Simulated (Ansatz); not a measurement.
# ZrN: pressure up to the limit of the methods

The task here is to estimate one member of a computed series from the others.

Method: DFT LDA, with the methods named in each step, in Ansatz 0.2.0.

1 further run of the same task is left out (for a known fault of the program).

### The structure to begin with

Symmetry: Fm-3m, No. 225, cubic system. The conventional cell has a = 4.309 Å, b = 4.309 Å, c = 4.309 Å, α = 90.00°, β = 90.00°, γ = 90.00°. Zr (site symmetry m-3m) has 6 N at 2.15 Å as nearest neighbours. N (site symmetry m-3m) has 6 Zr at 2.15 Å as nearest neighbours.

Coordinates:

```cif
data_structure
_symmetry_space_group_name_H-M 'P 1'
_symmetry_Int_Tables_number 1
_cell_length_a 3.0468
_cell_length_b 3.0468
_cell_length_c 3.0468
_cell_angle_alpha 60.000
_cell_angle_beta 60.000
_cell_angle_gamma 60.000
_cell_volume 20.00
loop_
_atom_site_label
_atom_site_type_symbol
_atom_site_fract_x
_atom_site_fract_y
_atom_site_fract_z
_atom_site_occupancy
Zr1 Zr 0.00000 0.00000 0.00000 1
N1 N 0.50000 0.50000 0.50000 1
```

Whether this phase is the stable one at these pressures isn't tested.

Atoms are numbered in the order of the input: Zr1, N2.

Set-up of the first run:

Input file input.yaml:

```yaml
crystal:
  lattice:
    - [0.0, 2.15443469, 2.15443469]
    - [2.15443469, 0.0, 2.15443469]
    - [2.15443469, 2.15443469, 0.0]
  atoms:
    - { symbol: Zr, position: [0.0, 0.0, 0.0] }
    - { symbol: "N", position: [0.5, 0.5, 0.5] }
kpoints:
  mp_grid: { grid: [15, 15, 15] }
scf:
  occupations: { method: fermi_dirac, width: 0.08 }
hamiltonian:
  xc: lda
  pseudopotentials: { kind: paw }
output:
  forces: true
  stress: true
relax:
  f_tol: 0.005
  max_steps: 40
  cell: {}
```

Launch:

```sh
$ ansatz run input.yaml --threads 1 --pin off --max-ram 2048MiB --backend cpu --events-out ev --progress --plain --runs-dir out
```

Steps of the session up to this table: Cell relaxed at zero pressure, PAW; More of the same log: cell relaxed at zero pressure; Volume scaled by 1, PAW; Volume scaled by 0.94, PAW; Volume scaled by 0.88, PAW; Volume scaled by 0.8, PAW; Volume scaled by 0.8, PAW (source ansatz); Volume scaled by 0.72, PAW; Volume scaled by 0.64, PAW; Volume scaled by 0.55, PAW; Volume scaled by 0.55, PAW (cutoff 250 eV).

One table of the session follows, with a row left open; its other results are not shown here.

```
             method  volume over the first  volume (Å³/atom)  pressure (GPa)
                PAW                      1            11.578            0.04
                PAW                   0.94            10.883           20.08
                PAW                   0.88            10.189           47.65
                PAW                    0.8             9.262          101.57
                PAW                   0.72             8.336          186.03
                PAW                   0.64             7.410          321.54
                PAW                   0.55             6.368          582.45
PAW (cutoff 250 eV)                   0.55             6.368          601.81
PAW (source ansatz)                    0.8                 ?               ?
```

**Question.** Estimate the row for PAW (source ansatz), 0.8.

As computed: volume (Å³/atom): 9.262; pressure (GPa): 101.71.

To keep in mind: Warnings in the runs' records: cutoff below recommended.
